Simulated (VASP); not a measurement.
A run of VASP 6.6.1:

The input INCAR:

```
  PREC = Accurate
  ENCUT = 600
  EDIFF = 1E-7
  ISMEAR = 1
  SIGMA = 0.1
  LREAL = F
  LASPH = T
  NELM = 150
  ALGO = Normal
  ISIF = 2
  LWAVE = F
  LCHARG = F
  ISPIN = 2
  MAGMOM = 7 0
  LORBIT = 11
  LMAXMIX = 6
  GGA = PE
  AMIX = 0.2
  BMIX = 1E-4
  AMIX_MAG = 0.8
  BMIX_MAG = 1E-4
  KPAR = 4
```

Contents of KPOINTS:

```
Automatic mesh
0
Gamma
  14 14 14
```

The input POSCAR:

```
GdN
1.0
    0.0000000000      2.4995000000      2.4995000000
    2.4995000000      0.0000000000      2.4995000000
    2.4995000000      2.4995000000      0.0000000000
Gd N
1 1
Direct
    0.0000000000      0.0000000000      0.0000000000
    0.5000000000      0.5000000000      0.5000000000
```

Potentials or basis: VASP PAW PBE potentials, release 64 (Gd, N).

The run is started by

```sh
$ cat potpaw_PBE.64/Gd/POTCAR potpaw_PBE.64/N/POTCAR > POTCAR
$ mpirun -np 4 vasp_std > vasp.out
```

Hardware: 4 MPI ranks on Intel(R) Xeon(R) 6975P-C (Granite Rapids), on a shared host.

**Question.** Estimate the wall time of this run.

**Answer.** It took 43 s on 4 MPI ranks on Intel(R) Xeon(R) 6975P-C (Granite Rapids) (shared host), peak memory 0.28 GiB a rank. Counts: scf iterations 21, k points 104.
